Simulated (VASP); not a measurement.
# SiC in VASP: one cell, several levels of theory

Aim: gap, levels, forces and stress of SiC built on the wurtzite prototype at fixed geometry. Runs: PBE, r2SCAN. The results are then set beside those of Ansatz 0.2.0 for the same cell.

Code: VASP 6.6.1. PAW datasets, plane waves. The values are computed, spin-unpolarised, and not measurements.

## 1. The structure to begin with

The cell comes from an earlier relaxation with r2SCAN in another program, then strained, with the atoms relaxed again.

The symmetry is P6_3mc (No. 186, hexagonal); conventional cell a = 3.075 Å, c = 5.048 Å, 10.34 Å³ an atom. Si has 4 C at 1.88–1.90 Å; C has 4 Si at 1.88–1.90 Å.

Coordinates:

```xyz
4
Lattice="3.0754 0.0000 0.0000 -1.5377 2.6633 0.0000 0.0000 0.0000 5.0481" Properties=species:S:1:pos:R:3 pbc="T T T"
Si    0.0000    1.7756   -0.0021
Si    1.5377    0.8878    2.5220
C     0.0000    1.7756    1.8951
C     1.5377    0.8878    4.4192
```

## 2. PBE

The input, INCAR:

```
ENCUT = 520.000000
SIGMA = 0.020000
EDIFF = 1.00e-07
GGA = PE
PREC = Accurate
IBRION = -1
ISIF = 2
ISMEAR = -1
NBANDS = 16
NELM = 120
NSW = 0
LASPH = .TRUE.
LCHARG = .FALSE.
LWAVE = .FALSE.
LREAL = .FALSE.
```

The input, KPOINTS:

```
KPOINTS created by Atomic Simulation Environment
0
Gamma
12 12 6
0 0 0
```

The input, KPOINTS_OPT:

```
special points
6
Reciprocal
0.0000000000 0.0000000000 0.0000000000 1
0.5000000000 0.0000000000 0.0000000000 1
0.3333333333 0.3333333333 0.0000000000 1
0.0000000000 0.0000000000 0.5000000000 1
0.5000000000 0.0000000000 0.5000000000 1
0.3333333333 0.3333333333 0.5000000000 1
```

The input, POSCAR:

```
Si C
 1.0000000000000000
     3.0753562392093943    0.0000000000000000   -0.0000000000000000
    -1.5376781196046971    2.6633366288423082    0.0000000000000000
    -0.0000000000000000    0.0000000000000000    5.0481080910129448
 Si  C
   2   2
Cartesian
 -0.0000000000000001  1.7755577525615387 -0.0020616419070018
  1.5376781196046969  0.8877788762807693  2.5219924035994703
 -0.0000000000000001  1.7755577525615387  1.8951021760368558
  1.5376781196046969  0.8877788762807693  4.4191562215433278
```

Potentials: the recommended PBE PAW datasets, 16 valence electrons in the neutral cell.

The run is started by

```
$ mpirun -np 1 vasp_std
```

## 3. r2SCAN at this geometry

The input, INCAR:

```
ENCUT = 520.000000
SIGMA = 0.010000
EDIFF = 1.00e-07
ALGO = Normal
METAGGA = R2SCAN
PREC = Accurate
IBRION = -1
ISIF = 2
ISMEAR = 0
NBANDS = 16
NELM = 120
NSW = 0
LASPH = .TRUE.
LCHARG = .FALSE.
LWAVE = .FALSE.
LREAL = .FALSE.
```

KPOINTS is that of step 2.

KPOINTS_OPT is that of step 2.

POSCAR is that of step 2.

Q: Predict the outcome of this session. Wanted: for each run, gap; pressure; Ansatz: gap; Ansatz: pressure.

As calculated:

```
 level  gap (eV)  pressure (GPa)  Ansatz: gap (eV)  Ansatz: pressure (GPa)
   PBE      2.27            3.45              2.28                    3.51
r2SCAN      2.66           -0.18              2.65                    0.00
```

**Reading.** The gap spans 2.27 eV (PBE) to 2.66 eV (r2SCAN). At this one volume the pressure spans -0.2 GPa (r2SCAN) to 3.5 GPa (PBE): PBE wants the largest cell and r2SCAN the smallest. The two programs agree on the gap within 0.02 eV, far less than the spread between functionals. The two codes have different PAW datasets and cutoffs.
